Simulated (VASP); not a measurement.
# BN (F-43m) in VASP: elastic constants with r2SCAN

Aim: the elastic constants of BN with r2SCAN.

Program: VASP 6.6.1. These are calculated values, not measurements. Logs are shortened: lines on timing, memory, paths and dates and some standing lists are left out, and cuts for length are marked.

## 1. The structure

Symmetry: F-43m, No. 216, cubic system. Conventional cell: a = 3.613 Å, b = 3.613 Å, c = 3.613 Å, α = 90.00°, β = 90.00°, γ = 90.00°. B (site symmetry -43m) has 4 N at 1.56 Å as nearest neighbours. N (site symmetry -43m) is surrounded by 4 B at 1.56 Å.

The cell was built by a generator and needn't be a form met in nature.

## 2. Elastic constants, r2SCAN

File POSCAR:

```
BN
1.0
    0.0000000000      1.8066506800      1.8066506800
    1.8066506800      0.0000000000      1.8066506800
    1.8066506800      1.8066506800      0.0000000000
  B               N
     1     1
Direct
     0.0000000000000000    0.0000000000000000    0.0000000000000000
     0.2500000000000000    0.2500000000000000    0.2500000000000000
```

File INCAR.step1:

```
SYSTEM = BN
ALGO     = Normal         ! electronic algorithm
EDIFF    = 1E-8           ! SCF threshold, eV
EDIFFG   = -0.002         ! ionic threshold
ENCUT    = 600            ! plane-wave cutoff, eV
IBRION   = 2              ! ionic algorithm
ISIF     = 3              ! what is computed and relaxed
ISMEAR   = -1             ! smearing method
KPAR     = 4            
LASPH    = .True.         ! aspherical terms in the spheres
LCHARG   = .False.        ! write CHGCAR
LMIXTAU  = .True.       
LREAL    = .False.        ! projectors in reciprocal space
LWAVE    = .False.        ! write WAVECAR
METAGGA  = R2SCAN         ! meta-GGA
NELM     = 60             ! most SCF steps
NSW      = 40             ! ionic steps
PREC     = Accurate       ! precision mode
SIGMA    = 0.05           ! smearing width, eV
```

File INCAR.step2:

```
SYSTEM = BN
ALGO     = Normal         ! electronic algorithm
EDIFF    = 1E-8           ! SCF threshold, eV
ENCUT    = 600            ! plane-wave cutoff, eV
IBRION   = 6              ! ionic algorithm
ISIF     = 3              ! what is computed and relaxed
ISMEAR   = -1             ! smearing method
KPAR     = 4            
LASPH    = .True.         ! aspherical terms in the spheres
LCHARG   = .False.        ! write CHGCAR
LMIXTAU  = .True.       
LREAL    = .False.        ! projectors in reciprocal space
LWAVE    = .False.        ! write WAVECAR
METAGGA  = R2SCAN         ! meta-GGA
NELM     = 60             ! most SCF steps
NFREE    = 2            
NSW      = 1              ! ionic steps
POTIM    = 0.015          ! step
PREC     = Accurate       ! precision mode
SIGMA    = 0.05           ! smearing width, eV
```

File KPOINTS:

```
k-points
0
Gamma
  10 10 10
  0 0 0
```

Potentials or basis: VASP PAW PBE potentials, release 64 (B, N).

Launch:

```console
> cat potpaw_PBE.64/B/POTCAR potpaw_PBE.64/N/POTCAR > POTCAR
> cp INCAR.step1 INCAR
> mpirun -np 4 vasp_std > vasp.out
> cp CONTCAR POSCAR
> cp INCAR.step2 INCAR
> mpirun -np 4 vasp_std > vasp.out
```

OUTCAR:

```text
SYSTEM = BN
   EDIFF = 1E-8
   ENCUT = 600
   IBRION = 6
   ISIF = 3
   ISMEAR = -1
   LASPH = .True.
   LREAL = .False.
   METAGGA = R2SCAN
   NELM = 60
   NFREE = 2
   NSW = 1
   POTIM = 0.015
   PREC = Accurate

 ion  position               nearest neighbor table
   1  0.000  0.000  0.000-   2 1.56   2 1.56   2 1.56   2 1.56
   2  0.250  0.250  0.250-   1 1.56   1 1.56   1 1.56   1 1.56

  LATTYP: Found a face centered cubic cell.
 ALAT       =     3.6133013600

  Lattice vectors:

 A1 = (   0.0000000000,   1.8066506800,   1.8066506800)
 A2 = (   1.8066506800,   0.0000000000,   1.8066506800)
 A3 = (   1.8066506800,   1.8066506800,   0.0000000000)

Analysis of symmetry for initial positions (statically):
=====================================================================
 Subroutine PRICEL returns:
 Original cell was already a primitive cell.

 Routine SETGRP: Setting up the symmetry group for a
 face centered cubic supercell.

 Subroutine GETGRP returns: Found 24 space group operations
 (whereof 24 operations were pure point group operations)
 out of a pool of 48 trial point group operations.

The static configuration has the point symmetry T_d .

Analysis of symmetry for dynamics (positions and initial velocities):
=====================================================================
 Subroutine PRICEL returns:
 Original cell was already a primitive cell.

 Routine SETGRP: Setting up the symmetry group for a
 face centered cubic supercell.

 Subroutine GETGRP returns: Found 24 space group operations
 (whereof 24 operations were pure point group operations)
 out of a pool of 48 trial point group operations.

The dynamic configuration has the point symmetry T_d .

 Subroutine INISYM returns: Found 24 space group operations
 (whereof 24 operations are pure point group operations),
 and found     1 'primitive' translations

----------------------------------------------------------------------------------------

                                     Primitive cell

  volume of cell :      11.7938

  direct lattice vectors                    reciprocal lattice vectors
     0.000000000  1.806650680  1.806650680    -0.276755216  0.276755216  0.276755216
     1.806650680  0.000000000  1.806650680     0.276755216 -0.276755216  0.276755216
     1.806650680  1.806650680  0.000000000     0.276755216  0.276755216 -0.276755216

  length of vectors
     2.554989894  2.554989894  2.554989894     0.479354096  0.479354096  0.479354096

  position of ions in fractional coordinates (direct lattice)
     0.000000000  0.000000000  0.000000000
     0.250000000  0.250000000  0.250000000

  ion indices of the primitive-cell ions
   primitive index   ion index
                 1           1
                 2           2

----------------------------------------------------------------------------------------

 KPOINTS: k-points

Automatic generation of k-mesh.
 Grid dimensions read from file:
 generate k-points for:   10   10   10

[... 108 lines left out ...]
  ext. energy  EPLUGINS =         0.00000000
  ---------------------------------------------------
  free energy    TOTEN  =       -19.17461127 eV

  energy without entropy =      -19.17461127  energy(sigma->0) =      -19.17461127

------------------------ aborting loop because EDIFF is reached ----------------------------------------

  FORCE on cell =-STRESS in cart. coord.  units (eV):
  Direction    XX          YY          ZZ          XY          YZ          ZX
  --------------------------------------------------------------------------------------
  -------------------------------------------------------------------------------------
  Total        0.0009613      0.0009613      0.0009613      0.0000000      0.0000000     -0.0000000
  in kB        0.1305944      0.1305944      0.1305944      0.0000000      0.0000000     -0.0000000
  external PRESSURE =       0.1305944 kB  Pullay stress =       0.0000000 kB
[... 89 lines left out ...]
  FREE ENERGIE OF THE ION-ELECTRON SYSTEM (eV)
  ---------------------------------------------------
  free  energy   TOTEN  =       -19.1677343476 eV

  energy  without entropy=      -19.1677343476  energy(sigma->0) =      -19.16773435

[... ionic steps 4 to 14 ...]

--------------------------------------- Ionic step       15  -------------------------------------------

 number of electron       7.9999999 magnetization

------------------------ aborting loop because EDIFF is reached ----------------------------------------
[... 67 lines left out ...]
--------------------------------------- Ionic step       17  -------------------------------------------

 number of electron       7.9999999 magnetization

 Free energy of the ion-electron system (eV)
  ---------------------------------------------------
  ext. energy  EPLUGINS =         0.00000000
  ---------------------------------------------------
  free energy    TOTEN  =       -19.17187600 eV

  energy without entropy =      -19.17187600  energy(sigma->0) =      -19.17187600

 E-fermi :   8.2499     XC(G=0): -13.6536

 val. band max:        7.3959934818   @ k =   0.0000   0.0000   0.0000
 cond. band min:      12.2346296587   @ k =   0.5000   0.5000   0.0000
 fundamental gap:      4.8386361769
 Fermi energy:         8.2498878332

 k-point     1 :       0.0000    0.0000    0.0000
  band No.  band energies     occupation
      1     -14.0486      2.00000
      2       7.1167      2.00000
      3       7.2610      2.00000
      4       7.3960      2.00000
      5      16.6909      0.00000
      6      16.7883      0.00000
      7      16.9018      0.00000
      8      18.3476      0.00000
[... 243 lines left out ...]
 k-point    24 :       0.4000    0.3000    0.0000
  band No.  band energies     occupation
      1     -10.1589      2.00000
      2       0.0962      2.00000
      3       2.6131      2.00000
      4       3.0231      2.00000
      5      13.9283      0.00000
      6      18.5780      0.00000
      7      23.8489      0.00000
      8      24.0318      0.00000

 [... further k-points ...]

------------------------ aborting loop because EDIFF is reached ----------------------------------------

  FORCE on cell =-STRESS in cart. coord.  units (eV):
  Direction    XX          YY          ZZ          XY          YZ          ZX
  --------------------------------------------------------------------------------------
  -------------------------------------------------------------------------------------
  Total        0.0044443      0.0065014      0.0065014      0.0000000      0.0129358      0.0000000
  in kB        0.6037576      0.8832111      0.8832111      0.0000000      1.7573269      0.0000000
  external PRESSURE =       0.7900599 kB  Pullay stress =       0.0000000 kB
[... 17 lines left out ...]
  FREE ENERGIE OF THE ION-ELECTRON SYSTEM (eV)
  ---------------------------------------------------
  free  energy   TOTEN  =       -19.1718759970 eV

  energy  without entropy=      -19.1718759969  energy(sigma->0) =      -19.17187600

 INTERNAL STRAIN TENSORS FROM STRAINED CELLS
 ============================================

 INTERNAL STRAIN TENSOR FOR ION    1 for displacements in x,y,z  (eV/Angst):
          X           Y           Z          XY          YZ          ZX
  --------------------------------------------------------------------------------
  x     0.00000    -0.00000    -0.00000     0.00000     0.86292    -0.00000
  y     0.00000    -0.00000     0.00000     0.00000     0.00000     0.86311
  z     0.00000    -0.00000    -0.00000     0.86176     0.00000     0.00000

 INTERNAL STRAIN TENSORS FROM DISPLACED ATOMS
 ============================================

 INTERNAL STRAIN TENSOR FOR ION    1 for displacements in x,y,z  (eV/Angst):
          X           Y           Z          XY          YZ          ZX
  --------------------------------------------------------------------------------
  x     0.00000     0.00000     0.00000     0.00000     0.86259     0.00000
  y     0.00000     0.00000     0.00000     0.00000     0.00000     0.86259
  z     0.00000     0.00000     0.00000     0.86259     0.00000     0.00000

 INTERNAL STRAIN TENSOR FOR ION    2 for displacements in x,y,z  (eV/Angst):
          X           Y           Z          XY          YZ          ZX
  --------------------------------------------------------------------------------
  x     0.00000    -0.00000    -0.00000     0.00000    -0.86274     0.00000
  y     0.00000     0.00000     0.00000     0.00000     0.00000    -0.86274
  z    -0.00000    -0.00000     0.00000    -0.86274     0.00000     0.00000

 Eigenvectors and eigenvalues of the dynamical matrix
 ----------------------------------------------------

   1 f  =   31.208541 THz   196.089049 2PiTHz 1041.004886 cm-1   129.068098 meV
             X         Y         Z           dx          dy          dz
      0.000000  0.000000  0.000000     0.000000    0.751211    0.000000
      0.903325  0.903325  0.903325     0.000000   -0.660063    0.000000
[... 21 lines left out ...]
   6 f/i=    0.001064 THz     0.006685 2PiTHz    0.035492 cm-1     0.004400 meV
             X         Y         Z           dx          dy          dz
      0.000000  0.000000  0.000000     0.000000    0.000000   -0.660063
      0.903325  0.903325  0.903325     0.000000    0.000000   -0.751211

--------------------------------------------------------------------------------------------------------

 ELASTIC MODULI CONTR FROM IONIC RELAXATION (kBar)
 Direction    XX          YY          ZZ          XY          YZ          ZX
 --------------------------------------------------------------------------------
 XX          -0.0000     -0.0000     -0.0000     -0.0000      0.0000      0.0000
 YY          -0.0000     -0.0000     -0.0000     -0.0000     -0.0000      0.0000
 ZZ          -0.0000     -0.0000     -0.0000      0.0000     -0.0000      0.0000
 XY          -0.0000     -0.0000      0.0000     -4.1585      0.0000      0.0000
 YZ           0.0000     -0.0000     -0.0000      0.0000     -4.1585      0.0000
 ZX           0.0000      0.0000      0.0000      0.0000      0.0000     -4.1585
 --------------------------------------------------------------------------------

 TOTAL ELASTIC MODULI (kBar)
 Direction    XX          YY          ZZ          XY          YZ          ZX
 --------------------------------------------------------------------------------
 XX        8204.0743   1764.1845   1764.1845     -0.0000      0.0000      0.0000
 YY        1764.1845   8204.0743   1764.1845      0.0000     -0.0000      0.0000
 ZZ        1764.1845   1764.1845   8204.0743      0.0000     -0.0000     -0.0000
 XY          -0.0000      0.0000      0.0000   4660.9289      0.0000      0.0000
 YZ           0.0000     -0.0000     -0.0000      0.0000   4660.9289      0.0000
 ZX           0.0000      0.0000     -0.0000      0.0000      0.0000   4660.9289
 --------------------------------------------------------------------------------
```

It took 3.8 min on 4 MPI ranks of Intel Xeon Platinum 8488C (Sapphire Rapids), shared host; peak memory 0.2 GiB.

What came out:

```yaml
Elastic_constants_C11_C12_C44: 820, 176, 466 GPa
Voigt_bulk_modulus: 391 GPa
Highest_phonon_frequency_at_Γ_LO-TO_splitting_left_out: 1041 cm⁻¹
```

Phonon frequencies in cm⁻¹ (negative: imaginary):
```csv
q point,frequencies
"(0.000, 0.000, 0.000)",0 0 0 1041 1041 1041
```

Elastic tensor in Voigt notation (GPa, in the Cartesian axes of the cell as first typed):
```
820 176 176   0   0   0
176 820 176   0   0   0
176 176 820   0   0   0
  0   0   0 466   0   0
  0   0   0   0 466   0
  0   0   0   0   0 466
```

Clamped-ion elastic tensor (GPa):
```
820 176 176   0   0   0
176 820 176   0   0   0
176 176 820   0   0   0
  0   0   0 467   0   0
  0   0   0   0 467   0
  0   0   0   0   0 467
```

Caveat: the PAW data sets were made with another functional, which shifts forces and pressure a little.
